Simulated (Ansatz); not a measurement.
CsPbI3 under a change: pressure −1 GPa

Take CsPbI₃ in the cubic perovskite structure (space group Pm-3m, No. 221; a = 6.333 Å) as the base.

Perturbation: hydrostatic tension (pressure −1 GPa).

Method: DFT with r2SCAN, PAW potentials and a 500 eV plane-wave cutoff in Ansatz (a first-principles code), no spin-orbit coupling. k-mesh 5×5×5 (Γ-centred); smearing 0.05 eV (Fermi–Dirac).

The volume per atom goes up by 3.72 Å³ to 54.51 Å³ and the density shrinks by 0.32 g/cm³ (4.71 g/cm³ → 4.39 g/cm³). The lattice parameter a grows by 0.151 Å to 6.484 Å and the band gap grows by 0.21 eV (1.70 eV → 1.91 eV). The gap character stays direct at R and the mean gap deformation potential ΔEg/Δln V is +3.0 eV. The width of the top valence band falls by 0.36 eV (1.41 eV → 1.05 eV) and the electron mass (degenerate bands, along [100]) changes from 0.070, 0.79, 0.79 mₑ (at R) to 0.079, 0.86, 0.86 mₑ (at R). The hole mass changes from 0.15 mₑ (at R) to 0.19 mₑ (at R).

Final structure:

```xyz
5
Lattice="6.4837 0.0000 0.0000 0.0000 6.4837 0.0000 0.0000 0.0000 6.4837" Properties=species:S:1:pos:R:3 pbc="T T T"
Cs     0.0000     0.0000     0.0000
Pb     3.2418     3.2418     3.2418
I      0.0000     3.2418     3.2418
I      3.2418     3.2418     0.0000
I      3.2418     0.0000     3.2418
```

Spin-orbit coupling, missing from the scalar runs, can matter with I and Pb. Load acts through the strain it causes; cell and atoms are relaxed under it. Masses are band curvatures over ±0.01 Å⁻¹ around the edge. Whether these cells are dynamically stable was not tested. Many cubic perovskites are stable only at high temperature; tilts and polar distortions were not tested. This is not the structure that CsPbI3 has at room temperature and ambient pressure.
